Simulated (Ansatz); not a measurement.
Input and command of a calculation in Ansatz (plane waves; scalar-relativistic PAW potentials unless the input names others):

```yaml
crystal:
  lattice:
    - [1.4261596503, -2.4699189146, 0.0008165547]
    - [1.426159598, 2.4699188832, -0.0008167168]
    - [-2.968e-07, -0.0017955674, 5.2666658798]
  atoms:
    - { symbol: Xx, position: [0.500037145, 0.4999632918, 0.2500012205] }
    - { symbol: Ge, position: [0.499962855, 0.5000367082, 0.7499987795] }
basis:
  ecutwfc: 420
kpoints:
  mp_grid: { grid: [14, 14, 6] }
hamiltonian:
  xc: pbe
  dispersion: d3bj
scf:
  occupations: { method: gaussian, width: 0.15 }
  max_iter: 100
output:
  forces: true
  eigenvalues: true
  stress: true
```

```bash
ansatz run input.yaml --threads 1 --pin off --max-ram 2560MiB --backend cpu --events-out ev --progress --plain --runs-dir out
```

Question: Will this input run?

Answer: The program refuses it, because of an unknown element (crystal.atoms[0].symbol: "Ge" → "Xx"). With the sound run's settings it is accepted.

Abridged log:
```
Error: YAML parse error: error: line 7 column 17: `Xx` is not an element symbol (H … Og, case-exact)
 --> <input>:7:17
  |
5 |     - [-2.968e-07, -0.0017955674, 5.2666658798]
6 |   atoms:
7 |     - { symbol: Xx, position: [0.500037145, 0.4999632918, 0.2500012205] }
  |                 ^ `Xx` is not an element symbol (H … Og, case-exact)
8 |     - { symbol: Ge, position: [0.499962855, 0.5000367082, 0.7499987795] }
9 | basis:
  |
```